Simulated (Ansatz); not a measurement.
Theory: DFT PBE, scalar-relativistic, plane waves, PAW (Ansatz). Settings: cutoff 420 eV, Γ-centred meshes spaced at most about 0.3 Å⁻¹, and about 0.25 Å⁻¹ or finer for metals (2π included), Gaussian smearing. No spin polarisation in the final relaxations.

These are static total energies at zero pressure. All come from trial cells, and lower structures may exist.

Task: These unrelaxed guesses for Be are each relaxed within their symmetry. Order them by the energy at which they end, lowest first.
A.

Space group P2_1/m (No. 11). a = 2.048 Å, b = 2.811 Å, c = 2.852 Å, α = 90.00°, β = 91.66°, γ = 90.00°
```json
{"atom": "Be", "site": "2e", "symmetry": "m", "x": "0.4566", "y": "0.7500", "z": "0.7635"}
```

B.

Space group P4/mmm (No. 123). a = 1.723 Å, b = 1.723 Å, c = 1.932 Å, α = 90.00°, β = 90.00°, γ = 90.00°
```csv
atom,site,symmetry,x,y,z
Be,1a,4/mmm,0.0000,0.0000,0.0000
```

C.

Space group P-3 (No. 147). a = 5.069 Å, b = 5.069 Å, c = 2.950 Å, α = 90.00°, β = 90.00°, γ = 120.00°
```json
{"atom": "Be", "site": "6g", "symmetry": "1", "x": "0.9188", "y": "0.6086", "z": "0.2460"}
{"atom": "Be", "site": "2d", "symmetry": "3..", "x": "0.3333", "y": "0.6667", "z": "0.2477"}
```

D.

Space group C2/m (No. 12). a = 4.398 Å, b = 2.623 Å, c = 5.824 Å, α = 90.00°, β = 102.17°, γ = 90.00°
```json
{"atom": "Be", "site": "4i", "symmetry": "m", "x": "0.0504", "y": "0.0000", "z": "0.5996"}
{"atom": "Be", "site": "4i", "symmetry": "m", "x": "0.5050", "y": "0.0000", "z": "0.1000"}
```

Result: C (ends in P6_3/mmc, hcp type, 0 meV/atom), D (ends in R-3m, 36 meV/atom), A (ends in Fm-3m, fcc type, 82 meV/atom), B (ends in P4/mmm, 0.94 eV/atom).

With atoms moved at random, R-3m came back. Other cells relaxed within their symmetry can be saddle points. The part of the Crystallography Open Database at hand lists Be in space groups No. 18, 194; sharing a group (P6_3/mmc) doesn't make a cell the listed structure. Some types were kept out of the candidates beforehand, so the set may lack a known form.
